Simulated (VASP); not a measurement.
# Settings for BN: optical spectrum of independent particles

BN, P6_3/mmc (no. 194), 4 atoms in the cell. PBEsol, independent-particle dielectric function; PAW potentials N, B (PBE set). VASP 6.6.1.

Wanted: ε at zero frequency, electronic within 1 %; spectrum (imaginary part of ε) within 10 %.

POSCAR:
```
BN
1.0
    2.4982400000      0.0000000000      0.0000000000
   -1.2491200000      2.1635393048      0.0000000000
    0.0000000000      0.0000000000      6.6357000000
N B
2 2
Direct
    0.6666666667      0.3333333333      0.2500000000
    0.3333333333      0.6666666667      0.7500000000
    0.6666666667      0.3333333333      0.7500000000
    0.3333333333      0.6666666667      0.2500000000
```

The series start from Bands in all (NBANDS): 28; Plane-wave cutoff (eV): 450; Energy points: 2000; k mesh: 12 × 12 × 4; Precision mode: Accurate; Electronic algorithm: Normal. Each series keeps the choices made before it, and each single choice may use up half of a tolerance. Times cover all steps of a run.

## Bands in all (NBANDS)

| Bands in all (NBANDS) | ε at zero frequency, electronic | Spectrum (imaginary part of ε), largest deviation against the largest value | Time (s) |
|---|---|---|---|
| 14 | 3.93 | 18 % | 25 |
| 20 | 4.208 | 1.7 % | 26 |
| 28 | 4.276 | 1.4 % | 31 |
| 40 | 4.299 | 1.2 % | 33 |
| 56 | 4.308 | 0.82 % | 41 |
| 88 (reference) | 4.311 | 0 % | 54 |

Chosen: 40, the loosest value from which every tighter one stays within half of the tolerance.

## Plane-wave cutoff (eV)

| Plane-wave cutoff (eV) | ε at zero frequency, electronic | Spectrum (imaginary part of ε), largest deviation against the largest value | Time (s) |
|---|---|---|---|
| 240 | 4.349 | 20 % | 17 |
| 300 | 4.317 | 4.9 % | 19 |
| 360 | 4.303 | 1.2 % | 22 |
| 450 | 4.299 | 0.31 % | 33 |
| 540 (reference) | 4.3 | 0 % | 44 |

Chosen: 300.

## Energy points

| Energy points | ε at zero frequency, electronic | Spectrum (imaginary part of ε), largest deviation against the largest value | Time (s) |
|---|---|---|---|
| default | 4.317 | 2.2 % | 19 |
| 2000 | 4.317 | 0.2 % | 19 |
| 4000 (reference) | 4.317 | 0 % | 20 |

Chosen: default.

## k mesh

| k mesh | ε at zero frequency, electronic | Spectrum (imaginary part of ε), largest deviation against the largest value | Time (s) |
|---|---|---|---|
| 5 × 5 × 2 | 4.483 | 143 % | 12 |
| 7 × 7 × 3 | 4.326 | 80 % | 13 |
| 9 × 9 × 3 | 4.315 | 38 % | 14 |
| 12 × 12 × 4 | 4.317 | 31 % | 19 |
| 16 × 16 × 5 | 4.316 | 17 % | 25 |
| 20 × 20 × 7 (reference) | 4.317 | 0 % | 39 |

Chosen: 20 × 20 × 7; the next looser run is off by more than half of the tolerance, so convergence isn't shown beyond this value.

## Precision mode

| Precision mode | ε at zero frequency, electronic | Spectrum (imaginary part of ε), largest deviation against the largest value | Time (s) |
|---|---|---|---|
| Accurate | 4.317 | 0 % | 39 |
| Normal | 4.313 | 0.89 % | 29 |
| Single | 4.316 | 0.11 % | 38 |

Chosen: Accurate; no other choice that stays within half of the tolerance saves 30 % of the time.

## Electronic algorithm

| Electronic algorithm | ε at zero frequency, electronic | Spectrum (imaginary part of ε), largest deviation against the largest value | Time (s) |
|---|---|---|---|
| Normal | 4.317 | 0 % | 39 |
| Fast | 4.317 | 0.011 % | 32 |
| Exact | 4.317 | 0.022 % | 229 |

Chosen: Normal.

## All choices together

| Input | ε at zero frequency, electronic | Spectrum (imaginary part of ε), largest deviation against the largest value | Time (s) |
|---|---|---|---|
| all settings of the optics step left to the defaults, ground-state mesh (naive) | 3.625 | 31 % | 25 |
| chosen settings | 4.317 | 3.5 % | 39 |
| reference settings throughout | 4.311 | 0 % | 169 |

The chosen settings stay within the tolerance of the reference run, but the reference itself isn't shown to be converged in: k mesh.

## The input

INCAR.step1:
```
SYSTEM = BN
PREC = Accurate
ENCUT = 300
ISMEAR = 0
SIGMA = 0.02
EDIFF = 1E-7
LASPH = .TRUE.
KPAR = 4
LWAVE = .FALSE.
LCHARG = .TRUE.
GGA = PS
```

INCAR.step2:
```
SYSTEM = BN
PREC = Accurate
ENCUT = 300
ISMEAR = 0
SIGMA = 0.05
EDIFF = 1E-6
LASPH = .TRUE.
KPAR = 4
LWAVE = .FALSE.
LCHARG = .FALSE.
ICHARG = 11
LOPTICS = .TRUE.
NBANDS = 40
CSHIFT = 0.1
ALGO = Normal
GGA = PS
```

KPOINTS.step1:
```
k-points
0
Gamma
  12 12 4
```

KPOINTS.step2:
```
Automatic mesh
0
Gamma
  20 20 7
  0 0 0
```

Commands (each step's output is kept before the next begins):
```
cat potpaw_PBE.64/N/POTCAR potpaw_PBE.64/B/POTCAR > POTCAR
cp INCAR.step1 INCAR
cp KPOINTS.step1 KPOINTS
mpirun -np 4 vasp_std > vasp.out
cp INCAR.step2 INCAR
cp KPOINTS.step2 KPOINTS
mpirun -np 4 vasp_std > vasp.out
```

Limits: The pull between electron and hole is left out; the onset follows the functional's gap, which semilocal functionals usually make too small; ε is the mean of a tensor that differs by direction.

The chosen input took VASP 6.6.1 39 s on 4 cores (AMD EPYC 7571), a shared host.

## An input that fails: CSHIFT 1.5

It runs to its end, but against the unchanged starting input it is off by 3 % in the ε at zero frequency, electronic, 66 % in the spectrum (imaginary part of ε).

Changes against the starting input:
```
(step 2)
- CSHIFT = 0.1
+ CSHIFT = 1.5
```
